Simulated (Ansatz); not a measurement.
A run of Ansatz 0.2.0 is set up as follows.

Contents of input.yaml:

```yaml
crystal:
  lattice:
    - [0.0, 2.269, 2.269]
    - [2.269, 0.0, 2.269]
    - [2.269, 2.269, 0.0]
  atoms:
    - { symbol: P, position: [0.75, 0.75, 0.75] }
    - { symbol: B, position: [0.0, 0.0, 0.0] }
hamiltonian:
  xc: pbe0
  pseudopotentials: { kind: paw }
kpoints:
  mp_grid: { grid: [6, 6, 6] }
  band_path:
    path:
      - [[0.0, 0.0, 0.0], [0.5, 0.0, 0.5], [0.5, 0.25, 0.75], [0.375, 0.375, 0.75], [0.0, 0.0, 0.0], [0.5, 0.5, 0.5], [0.625, 0.25, 0.625], [0.5, 0.25, 0.75], [0.5, 0.5, 0.5], [0.375, 0.375, 0.75]]
      - [[0.625, 0.25, 0.625], [0.5, 0.0, 0.5]]
    npoints: 4
scf:
  occupations: { method: fermi_dirac, width: 0.05 }
  n_extra_bands: 6
output:
  forces: true
  stress: true
  eigenvalues: true
  fatbands: false
  write_density: true
  write_potential: true
  elf: true
  volumetric_format: npy
```

Potentials or basis: Ansatz PAW.

The run is started by

```bash
$ ansatz run input.yaml --threads 2 --pin off --max-ram 5632MiB --backend cpu --events-out ev --progress --plain --runs-dir out
```

Question: What does it give for the band gap along the path?

Answer: 2.70 eV, indirect (least direct gap 5.03 eV).

Question: Estimate the pressure.

Answer: -1.6 GPa.

Question: Predict the band gap on the k mesh.

Answer: 2.77 eV, indirect (least direct gap 5.03 eV).

Levels at the corners of the path, in eV from the valence-band top:
```csv
point,band 2,band 3,band 4,band 5,band 6,band 7
Γ,0.00,0.00,0.00,5.03,5.03,5.03
X,-9.66,-4.57,-4.57,2.77,3.11,14.54
W,-9.09,-6.27,-6.05,7.06,8.49,9.27
K,-9.19,-6.88,-3.89,3.64,7.79,11.96
Γ,0.00,0.00,0.00,5.03,5.03,5.03
L,-10.09,-1.96,-1.96,5.45,6.43,6.43
U,-9.19,-6.88,-3.89,3.64,7.79,11.96
W,-9.09,-6.27,-6.05,7.06,8.49,9.27
L,-10.09,-1.96,-1.96,5.45,6.43,6.43
K,-9.19,-6.88,-3.89,3.64,7.79,11.96
U,-9.19,-6.88,-3.89,3.64,7.79,11.96
X,-9.66,-4.57,-4.57,2.77,3.11,14.54
```

Caveat: the k mesh misses the band edges, so the gap on the mesh is wider than the one along the path; the PAW data sets come from PBE, with cores solved anew for the run's functional, which leaves a small shift of forces and pressure; the thresholds are loose for stress.
